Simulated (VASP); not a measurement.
# Te: convergence, relaxation of the atoms

Te, P1 (no. 1), 9 atoms in the cell. PBE, relaxation of the atoms; PAW potentials Te (PBE set). VASP 6.6.1.

Wanted: energy within 1 meV/atom; two shortest distances of each atom within 0.01 Å.

POSCAR:
```
Te
1.0
    4.4540000000      0.0000000000      0.0000000000
   -2.2270000000      3.8572771500      0.0000000000
    0.0000000000      0.0000000000     17.7720000000
Te
9
Direct
    0.7512220000      0.7430410000      0.0005290000
    0.7263280000      0.7445450000      0.3343140000
    0.7353340000      0.7387210000      0.6673280000
    0.0122980000      0.2667940000      0.2235940000
   -0.0054510000      0.2633570000      0.5529160000
    0.0171400000      0.2669970000      0.8869890000
    0.2619950000     -0.0073360000      0.1103830000
    0.2838020000      0.0205270000      0.4476090000
    0.2173310000     -0.0366460000      0.7763370000
```

The series start from Force threshold EDIFFG (eV/Å): -0.02; Electronic threshold EDIFF (eV): 1e-6; Relaxation method: conjugate gradient, POTIM 0.5; Mixing and least electronic steps: default. Each series keeps the choices made before it, and each single choice may use up half of a tolerance.

## Force threshold EDIFFG (eV/Å)

| Force threshold EDIFFG (eV/Å) | Energy less reference (meV/atom) | Two shortest distances of each atom, largest deviation (Å) | Time (s) |
|---|---|---|---|
| -0.1 | 0.7 | 0.024 | 31 |
| -0.05 | 0.4 | 0.010 | 34 |
| -0.03 | 0.1 | 0.007 | 52 |
| -0.02 | 0.0 | 0.002 | 50 |
| -0.01 | 0.0 | 0.001 | 52 |
| -0.005 | 0.0 | 0.001 | 60 |
| -0.002 (reference) | 0.0 | 0.000 | 65 |

## Electronic threshold EDIFF (eV)

| Electronic threshold EDIFF (eV) | Energy less reference (meV/atom) | Two shortest distances of each atom, largest deviation (Å) | Time (s) |
|---|---|---|---|
| 0.001 | 0.0 | 0.001 | 26 |
| 0.0001 | 0.0 | 0.001 | 31 |
| 1e-5 | 0.0 | 0.001 | 46 |
| 1e-6 | 0.0 | 0.000 | 50 |
| 1e-7 (reference) | 0.0 | 0.000 | 66 |

## Relaxation method

| Relaxation method | Energy less reference (meV/atom) | Two shortest distances of each atom, largest deviation (Å) | SCF iterations | Time (s) |
|---|---|---|---|---|
| conjugate gradient, POTIM 0.5 | 0.0 | 0.000 | 51 | 26 |
| conjugate gradient, POTIM 0.2 | 0.0 | 0.001 | 56 | 30 |
| conjugate gradient, POTIM 1.0 | 0.0 | 0.001 | 51 | 31 |
| quasi-Newton, POTIM 0.5 | 0.1 | 0.003 | 35 | 21 |
| quasi-Newton, POTIM 0.3, 10 steps kept | 0.1 | 0.001 | 50 | 30 |
| quasi-Newton, POTIM 0.5, at least 5 electronic steps | 0.1 | 0.003 | 65 | 36 |
| damped dynamics, POTIM 0.2, SMASS 0.4 | 0.1 | 0.004 | 56 | 30 |
| damped dynamics, POTIM 0.4, SMASS 0.8 | 0.1 | 0.002 | 43 | 22 |
| velocity quench, POTIM 0.1 | 0.1 | 0.002 | 34 | 18 |

## Mixing and least electronic steps

| Mixing and least electronic steps | Energy less reference (meV/atom) | Two shortest distances of each atom, largest deviation (Å) | SCF iterations | Time (s) |
|---|---|---|---|---|
| default | 0.0 | 0.000 | 34 | 18 |
| MAXMIX 40 | 0.0 | 0.001 | 33 | 18 |
| NELMIN 4 | 0.0 | 0.000 | 46 | 21 |
| NELMIN 4, MAXMIX 40 | 0.0 | 0.001 | 46 | 24 |
| ALGO Fast | 0.1 | 0.002 | 37 | 23 |

## Question

The rows run from the loosest to the tightest (no order: relaxation method, mixing and least electronic steps). For each series: choose the loosest value from which every tighter one stays within half of the tolerance; where there is no order, keep the first row unless others stay within half of the tolerance and take at least 30 % less time, and then take the fastest.

## Answer

- Force threshold EDIFFG (eV/Å): -0.02
- Electronic threshold EDIFF (eV): 0.001
- Relaxation method: velocity quench, POTIM 0.1
- Mixing and least electronic steps: default

## All choices together

| Input | Energy less reference (meV/atom) | Two shortest distances of each atom, largest deviation (Å) | Time (s) |
|---|---|---|---|
| program defaults (naive) | 0.0 | 0.003 | 30 |
| chosen settings | 0.1 | 0.003 | 18 |
| reference settings throughout | 0.0 | 0.000 | 104 |

The tolerance is met.

## The input

INCAR:
```
SYSTEM = Te
  PREC = Normal
  ENCUT = 200
  EDIFF = 0.001
  ISMEAR = 0
  SIGMA = 0.05
  LREAL = .False.
  LASPH = .True.
  NELM = 100
  ALGO = Normal
  LWAVE = .False.
  LCHARG = .False.
  IBRION = 3
  NSW = 150
  ISIF = 2
  EDIFFG = -0.02
  POTIM = 0.1
  KPAR = 4
```

KPOINTS:
```
k-points
0
Gamma
  4 4 1
```

Commands:
```
cat potpaw_PBE.64/Te/POTCAR > POTCAR
mpirun -np 4 vasp_std > vasp.out
```

The naive input happens to agree within the tolerance here, in 30 s.

Limits: the start was distorted on purpose (atoms moved at random), so the space group given is the start's and not the crystal's.

The chosen input took VASP 6.6.1 18 s on 4 cores (Intel Xeon 6975P-C (Granite Rapids)), a shared host.

## An input that fails: ionic step far too long

VASP's message: EDDAV: Call to ZHEGV failed. Returncode = 16 2 16.

Changes against the starting input:
```
- NELM = 100
- IBRION = 2
- NSW = 150
- POTIM = 0.5
+ NELM = 60
+ IBRION = 3
+ NSW = 30
+ POTIM = 5.0
+ SMASS = 0.4
```
